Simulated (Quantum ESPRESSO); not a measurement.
A calculation with Quantum ESPRESSO 7.5 of Li2Se (ASE script, structure from a POSCAR):

File run.py:

```python
import numpy as np
from ase.calculators.espresso import Espresso, EspressoProfile
from ase.io import read

atoms = read('POSCAR')

input_data = {
    'control': {'calculation': 'scf', 'prefix': 'pwscf', 'outdir': './tmp', 'tprnfor': True, 'tstress': True, 'disk_io': 'nowf'},
    'system': {'ecutwfc': 55.0, 'ecutrho': 440.0, 'nbnd': 12, 'occupations': 'smearing', 'smearing': 'fd', 'degauss': 0.00367493},
    'electrons': {'conv_thr': 6e-10, 'electron_maxstep': 120, 'mixing_beta': 0.5},
}
pseudopotentials = {'Li': 'li_pbe_v1.4.uspp.F.UPF', 'Se': 'Se_pbe_v1.uspp.F.UPF'}
profile = EspressoProfile(command='pw.x', pseudo_dir='pseudo')
dft = Espresso(profile=profile, input_data=input_data, pseudopotentials=pseudopotentials, kpts=(8, 8, 8), koffset=(0, 0, 0))
atoms.calc = dft

print(f'energy {atoms.get_potential_energy():.8f} eV')
print('forces (eV/A)')
print(np.round(atoms.get_forces(), 6))
print('stress (eV/A^3, Voigt)')
print(np.round(atoms.get_stress(), 8))
print(f'Fermi level {dft.get_fermi_level():.4f} eV')
```

The input POSCAR:

```
Li2Se
1.0
    0.0000000000      3.0025000000      3.0025000000
    3.0025000000      0.0000000000      3.0025000000
    3.0025000000      3.0025000000      0.0000000000
Se Li
1 2
Direct
    0.0000000000      0.0000000000      0.0000000000
    0.7500000000      0.7500000000      0.7500000000
    0.2500000000      0.2500000000      0.2500000000
```

Potentials or basis: SSSP 1.3 efficiency PBE.

Launch:

```sh
$ OMP_NUM_THREADS=1 python run.py
```

Q: Write the same calculation in another form: native input, structure typed inline.

A: As run:

Contents of pw.in:

```
&CONTROL
  calculation = 'scf'
  prefix = 'pwscf'
  outdir = './tmp'
  pseudo_dir = './pseudo'
  tprnfor = .true.
  tstress = .true.
  disk_io = 'low'
/
&SYSTEM
  ibrav = 0
  nat = 3
  ntyp = 2
  ecutwfc = 55
  ecutrho = 440
  nbnd = 12
  occupations = 'smearing'
  smearing = 'fd'
  degauss = 0.00367493
/
&ELECTRONS
  conv_thr = 6d-10
  electron_maxstep = 120
  mixing_beta = 0.5
/
ATOMIC_SPECIES
Se    78.9710 Se_pbe_v1.uspp.F.UPF
Li     6.9400 li_pbe_v1.4.uspp.F.UPF
CELL_PARAMETERS angstrom
   0.0000000000    3.0025000000    3.0025000000
   3.0025000000    0.0000000000    3.0025000000
   3.0025000000    3.0025000000    0.0000000000
ATOMIC_POSITIONS crystal
Se     0.0000000000    0.0000000000    0.0000000000
Li     0.7500000000    0.7500000000    0.7500000000
Li     0.2500000000    0.2500000000    0.2500000000
K_POINTS automatic
8 8 8 0 0 0
```

The input pp_density.in:

```
&INPUTPP
  prefix = 'pwscf'
  outdir = './tmp'
  filplot = 'density.dat'
  plot_num = 0
/
&PLOT
  nfile = 1
  filepp(1) = 'density.dat'
  iflag = 3
  output_format = 6
  fileout = 'density.cube'
/
```

Contents of pp_potential.in:

```
&INPUTPP
  prefix = 'pwscf'
  outdir = './tmp'
  filplot = 'potential.dat'
  plot_num = 11
/
&PLOT
  nfile = 1
  filepp(1) = 'potential.dat'
  iflag = 3
  output_format = 6
  fileout = 'potential.cube'
/
```

Potentials or basis: SSSP 1.3 efficiency PBE.

Command:

```console
$ OMP_NUM_THREADS=1 pw.x -in pw.in > pw.out
$ OMP_NUM_THREADS=1 pp.x -in pp_density.in > pp_density.out
$ OMP_NUM_THREADS=1 pp.x -in pp_potential.in > pp_potential.out
```

Both were run:

|  | ASE script, structure from a POSCAR | native input, structure typed inline |
| --- | --- | --- |
| Pressure | 0.1 GPa | 0.1 GPa |
| Band gap on the k mesh | 2.97 eV, indirect (least direct gap 3.38 eV) | 2.97 eV, indirect (least direct gap 3.38 eV) |

Keys that steer only the numerical path or the files written may differ.
